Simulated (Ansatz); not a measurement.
Runs of Ansatz 0.2.0 on GaN. The structure is cubic, space group Fm-3m (No. 225). Conventional cell: a = 4.270 Å, b = 4.270 Å, c = 4.270 Å, α = 90.00°, β = 90.00°, γ = 90.00°. Ga (site symmetry m-3m) is surrounded by 6 N at 2.14 Å. Around N (site symmetry m-3m) lie 6 Ga at 2.14 Å. Measurements of this composition are mostly on another form, of space group No. 186.

```tsv
task	level	k mesh	atoms under strain	gap on the mesh (eV)	pressure (GPa)
Born charges and dielectric tensor	PBE	11 × 11 × 11	-	0.55	-
phonons	PBE	8 × 8 × 8	-	0.42	-
elastic constants	PBEsol	8 × 8 × 8	relaxed	0.35	(a)
elastic constants	PBE	8 × 8 × 8	relaxed	0.42	-0.4
Born charges and dielectric tensor	LDA	11 × 11 × 11	-	0.34	-
phonons	PBEsol	8 × 8 × 8	-	0.35	-
```

Alike in all rows: potentials or basis Ansatz PAW; no spin polarisation; cell as given; cutoff (eV) 420; smearing fixed.

Problem. Estimate the missing entries.

Solution. (a) -7.7.

Caveats: the gap is small at this level, which inflates the dielectric constant (some runs); the PAW data sets come from PBE, with cores solved anew for the run's functional, which leaves a small shift of forces and pressure (some runs); odd divisions of the mesh miss points on the zone boundary, where band edges often lie, so the gap on the mesh can be too wide (some runs); the cell is more than 3 GPa from zero pressure, which shifts response properties (some runs).

A k mesh can miss the band edges, and the runs leave out spin-orbit coupling on Ga.
